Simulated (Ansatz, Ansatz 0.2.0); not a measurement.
# Lattice constant of zincblende GaAs from LDA to r2SCAN: within one per cent at small cost

## Background

The reference is the cubic lattice constant of a (001) GaAs wafer, a = 5.653 Å, obtained from high-resolution X-ray reciprocal space maps around the 002 and 004 reflections ("Stress control of tensile-strained In$_{1-x}$Ga$_{x}$P nanomechanical string resonators", 2018, arXiv:1808.09773). The wafer was the substrate of a heterostructure, and its peak may well have served as the angular reference of the maps, so we treat the number as the accepted room-temperature constant rather than as a fresh absolute determination. A second value, 5.6538 Å, is a literature constant for bulk GaAs quoted for comparison with a calculation ("Atomic structure and passivated nature of the Se-treated GaAs(111)B surface", 2018, PubMed Central 5775421); neither method nor temperature is given with it. The two may share an origin, and their closeness is no measure of the experimental uncertainty.

| compared with | measured | source's wording or label | method |
| --- | --- | --- | --- |
| a (Å) | 5.653 | cubic lattice constant of substrate | high-resolution XRD reciprocal space maps (002 and 004) * |
| a (Å) | 5.6538 | cubic lattice constant, quoted experimental value | method not stated |

Where a quantity has several values, deviations refer to the one marked *.

Conditions are those given with the value in the passage it was taken from; "not stated" means there, and the paper may say more elsewhere.

## Strategy

We want the cheapest level of theory that gives the lattice constant of GaAs within 1 % of the reference, that is, within about 0.06 Å. This is a choice of the study. It is strict enough to expose a functional with a serious bias in bond length, and it leaves room for what a static calculation omits: zero-point motion and thermal expansion together should lengthen a by roughly 0.2 to 0.3 % in a solid of this kind.

The model is the two-atom primitive cell of the ordered zincblende crystal, non-magnetic, with the cell relaxed under its space group. The atoms sit on sites fixed by symmetry, so a is the only free parameter. The relaxations start from a diffraction structure with a = 5.654 Å, practically the reference value, so any departure from it comes from the functional, the settings and the missing thermal and zero-point motion. We begin with the local density approximation and go to gradient-corrected and dearer functionals only as the results require. The level that meets the target is then to be checked before the verdict.

System: GaAs (gallium arsenide), zincblende; F-43m (No. 216), 2 atoms in the primitive cell; the database structure is a diffraction structure: a = 5.654 Å; structure from the Crystallography Open Database.

## 1. LDA as the lowest rung

LDA is the simplest functional and costs little in a two-atom cell. It usually binds solids somewhat too tightly, so we expect a lattice constant short by up to about 1 %, which may or may not fall inside the target. The 10×10×10 mesh should be ample for a semiconductor with a gap.

**Run 1.** Ansatz 0.2.0: LDA, cell and atoms relaxed from the database structure, PAW set soft_2, cutoff 420 eV (default), 10x10x10 k mesh, Gaussian smearing 0.02 eV.

Key lines of the input:
```
crystal:
  # lattice and atoms
kpoints:
  mp_grid: { grid: [10, 10, 10] }
hamiltonian:
  xc: lda
scf:
  occupations: { method: gaussian, width: 0.02 }
output:
  stress: true
relax:
  adjacent_minimum: "off"
  max_steps: 60
  cell: { stress_tol: 0.03 }
```

Command:
```
ansatz run input.yaml --threads 4 --pin off --max-ram 8192MiB --backend cpu --events-out ev --progress --plain --runs-dir out
```

Selected lines of the output:
```
relax step   1: F+E_penalty+E_count = -8481.28925561 eV  [...]  P = -1.887 GPa  Ω = 45.179 Å³  (6 SCF iters, dr2 threshold 1.00e-7 eV, accepted)
relax step   4: F+E_penalty+E_count = -8481.29653834 eV  [...]  P = +0.017 GPa  Ω = 43.964 Å³
--- Relaxed structure (3 steps of the walk, 3 accepted, 1 SCFs on fresh bases) ---
  cell:  # Å, volume = 43.9643 Å³
```

Converged; 5.3 s on 4 cores of Arm Neoverse V1, shared host.

| quantity | run 1 | measured | deviation |
| --- | --- | --- | --- |
| a (Å) | 5.6026 | 5.653 | −0.0504 (−0.9 %) |
| conventional cell volume (Å³) | 175.86 |  |  |

LDA gives a = 5.6026 Å, short of the reference by 0.9 %. That is inside the target, but only by about 0.006 Å, so we call it a narrow pass. The sign is the usual one for LDA. The motion left out of the calculation would lengthen the cell and so widen the margin, yet a modest error from the basis or the PAW data could use up as much as now separates the result from the limit. The relaxation itself is settled, with a residual pressure of 0.017 GPa on the fresh basis.

## 2. PBE at the same settings

A pass this thin is a weak footing for a recommendation, and the run took only seconds, so a gradient correction is an affordable next step. We keep the PAW set, cutoff and mesh and change only the functional to PBE. It usually lengthens the bonds of semiconductors, and for a compound of this row we expect an overshoot of between 1 and 2 %, which would put it outside the target on the other side.

**Run 2.** Ansatz 0.2.0: PBE, cell and atoms relaxed from the database structure, PAW set soft_2, cutoff 420 eV (default), 10x10x10 k mesh, Gaussian smearing 0.02 eV.

Key lines of the input, as changed from run 1:
```diff
  hamiltonian:
-   xc: lda
+   xc: pbe
```

Selected lines of the output:
```
relax step   1: F+E_penalty+E_count = -8639.83779404 eV  [...]  P = +3.285 GPa  Ω = 45.179 Å³  (6 SCF iters, dr2 threshold 1.00e-7 eV, accepted)
relax step   5: F+E_penalty+E_count = -8639.85960755 eV  [...]  P = +0.002 GPa  Ω = 47.405 Å³
  cell:  # Å, volume = 47.4050 Å³
```

Converged; took 9.6 s.

| quantity | run 2 | measured | deviation |
| --- | --- | --- | --- |
| a (Å) | 5.7451 | 5.653 | +0.0921 (+1.6 %) |
| conventional cell volume (Å³) | 189.62 |  |  |

PBE overshoots by 1.6 % and misses the target clearly. Against LDA the lattice constant has grown by 0.1425 Å, so the choice of functional moves a by more than twice the width we allow on either side. Thermal and zero-point expansion would carry the PBE value further from the measured one.

## 3. Adding dispersion to PBE

Semilocal functionals leave out the long-range dispersion attraction, which is not negligible between polarisable atoms such as Ga and As, even in a covalently bonded crystal. The pairwise D3 correction with Becke–Johnson damping adds it at almost no cost over PBE. It can be expected to shorten the lattice constant; to meet the target it has to take off at least about 0.04 Å, which seems within its reach.

**Run 3.** Ansatz 0.2.0: PBE+D3(BJ), cell and atoms relaxed from the database structure, PAW set soft_2, cutoff 420 eV (default), 10x10x10 k mesh, Gaussian smearing 0.02 eV.

Key lines of the input, as changed from run 2:
```diff
  hamiltonian:
+   dispersion: d3bj
```

Selected lines of the output:
```
relax step   1: F+E_penalty+E_count = -8640.48765512 eV  [...]  P = +0.807 GPa  Ω = 45.179 Å³  (6 SCF iters, dr2 threshold 1.00e-7 eV, accepted)
relax step   4: F+E_penalty+E_count = -8640.48896200 eV  [...]  P = +0.004 GPa  Ω = 45.704 Å³
  cell:  # Å, volume = 45.7039 Å³
```

Converged; 7.8 s on 4 cores of Arm Neoverse N1, shared host.

| quantity | run 3 | measured | deviation |
| --- | --- | --- | --- |
| a (Å) | 5.6755 | 5.653 | +0.0225 (+0.4 %) |
| conventional cell volume (Å³) | 182.82 |  |  |

With D3 the lattice constant falls by 0.0696 Å to 5.6755 Å, 0.4 % above the reference. This meets the target with roughly 0.03 Å to spare, and the pair correction adds little to the cost of PBE. The margin is wider than that of LDA in the direct comparison, but the missing thermal and zero-point expansion would narrow it, whereas it would widen that of LDA. The result rests on a balance, however: the correction has to offset most of an overshoot of 1.6 %, and the size of its contribution at bonding distance depends on the damping as well as on the physics of dispersion.

## 4. r2SCAN on two k meshes

We next ask whether a better semilocal functional reaches the target without an added pair term. r2SCAN, a meta-GGA, usually gives better bond lengths than PBE, and we expect a slight overshoot within 1 %. We run it on a 6×6×6 and a 10×10×10 mesh at the same cutoff, which also shows how far a depends on the k sampling at this level. The mesh and cutoff of PBE+D3 itself are not varied, so the comparison tests the choice of functional and leaves the numerical settings of that level untested.

**Run 4.** Ansatz 0.2.0: r2SCAN, cell and atoms relaxed from the database structure, PAW set soft_2, cutoff 500 eV (default), 6x6x6 k mesh, Gaussian smearing 0.02 eV.

Key lines of the input, as changed from run 1:
```diff
  kpoints:
-   mp_grid: { grid: [10, 10, 10] }
+   mp_grid: { grid: [6, 6, 6] }
  hamiltonian:
-   xc: lda
+   xc: r2scan
```

Selected lines of the output:
```
relax step   1: F+E_penalty+E_count = -8655.73700148 eV  [...]  P = +0.496 GPa  Ω = 45.179 Å³  (6 SCF iters, dr2 threshold 1.00e-7 eV, accepted)
  cell:  # Å, volume = 45.4819 Å³
```

Converged; 4.3 s on 4 cores of Arm Neoverse V1, shared host.

**Run 5.** Ansatz 0.2.0: r2SCAN, cell and atoms relaxed from the database structure, PAW set soft_2, cutoff 500 eV (default), 10x10x10 k mesh, Gaussian smearing 0.02 eV.

Key lines of the input, as changed from run 1:
```diff
  hamiltonian:
-   xc: lda
+   xc: r2scan
```

Selected lines of the output:
```
relax step   1: F+E_penalty+E_count = -8655.75681178 eV  [...]  P = +0.509 GPa  Ω = 45.179 Å³  (6 SCF iters, dr2 threshold 1.00e-7 eV, accepted)
  cell:  # Å, volume = 45.4916 Å³
```

Converged; took 9.2 s.

| quantity | run 4 | run 5 | measured |
| --- | --- | --- | --- |
| a (Å) | 5.6663 | 5.6667 | 5.653 |
| conventional cell volume (Å³) | 181.93 | 181.97 |  |

r2SCAN gives 5.6667 Å on the denser mesh, 0.2 % above the reference and well inside the target without an added pair term. The coarser mesh gives 5.6663 Å. At the common starting volume its pressure is lower by 0.013 GPa, which for a bulk modulus of roughly 75 GPa corresponds to a few ten-thousandths of an ångström in a. The small difference is therefore what the change of mesh should give, and the 6×6×6 mesh is sufficient for the lattice constant at this level. The cutoff and the PAW set were not varied.

On the coarser mesh the r2SCAN relaxation took 4.3 s, about as long as LDA on the denser one, so in this small cell the better functional costs nothing that matters. The target is met with room to spare and the k sampling has been checked at the level concerned, so we see no need to go on to a hybrid functional.

## Results at a glance

| run | settings | a (Å) | deviation | cost |
| --- | --- | --- | --- | --- |
| 1 | LDA, cutoff 420 eV (default), 10x10x10 k mesh | 5.6026 | −0.0504 (−0.9 %) | under 1 core-min |
| 2 | PBE, cutoff 420 eV (default), 10x10x10 k mesh | 5.7451 | +0.0921 (+1.6 %) | under 1 core-min |
| 3 | PBE+D3(BJ), cutoff 420 eV (default), 10x10x10 k mesh | 5.6755 | +0.0225 (+0.4 %) | under 1 core-min |
| 4 | r2SCAN, cutoff 500 eV, 6x6x6 mesh | 5.6663 | +0.0133 (+0.2 %) | under 1 core-min |
| 5 | r2SCAN, cutoff 500 eV | 5.6667 | +0.0137 (+0.2 %) | under 1 core-min |
|  | measured | 5.653 |  |  |

## How well does the simulation do?

r2SCAN on the 6×6×6 mesh meets the 1 % target: a = 5.6663 Å, 0.2 % above the measured 5.653 Å, for less than one core-minute. The 10×10×10 mesh leaves the result practically unchanged.

LDA, the simplest functional tried, also passes, narrowly in the direct comparison, though the missing expansion would widen its margin. Since every run cost less than a core-minute, there is little to gain by settling for it. Plain PBE fails with an overshoot of 1.6 %. Adding D3 brings it to 0.4 %, a clear pass in which the pair attraction offsets most of the PBE error. That run showed that PBE can be repaired cheaply, but r2SCAN does without the added term.

The r2SCAN agreement is slightly flattered by the comparison of a static lattice with a room-temperature crystal. Zero-point motion and thermal expansion, roughly 0.2 to 0.3 % together, would lengthen the computed cell and raise the overshoot to about 0.5 %. This is still well inside the target. The same allowance would leave LDA and PBE+D3 each roughly 0.6 to 0.7 % off, on opposite sides, so the three passing levels lie closer together in quality than the table suggests. The r2SCAN overshoot probably reflects some underbinding by the functional, together with whatever error the PAW data and the cutoff contribute; we varied neither, so these parts cannot be separated.

The reference may have served as the angular standard of its own measurement, but it agrees with the accepted constant, and a doubt of that kind does not threaten a verdict at the 1 % level. The small difference between r2SCAN and PBE+D3 is no basis for ranking the two in general: this is one lattice constant of one compound.

[Logs are printed without paths, hosts, clocks, repeated set-up lines and the standing remarks that a program may print on its own settings, such as how far it seeks lower states.]

[The runs shown are a pick from a larger set of finished runs; failed, doubtful and other runs were left out of it ahead of writing. So were measured values far from every level or from commonly accepted values, and agreement can look better than it is. Lines of input and output are excerpts and may be shortened.]
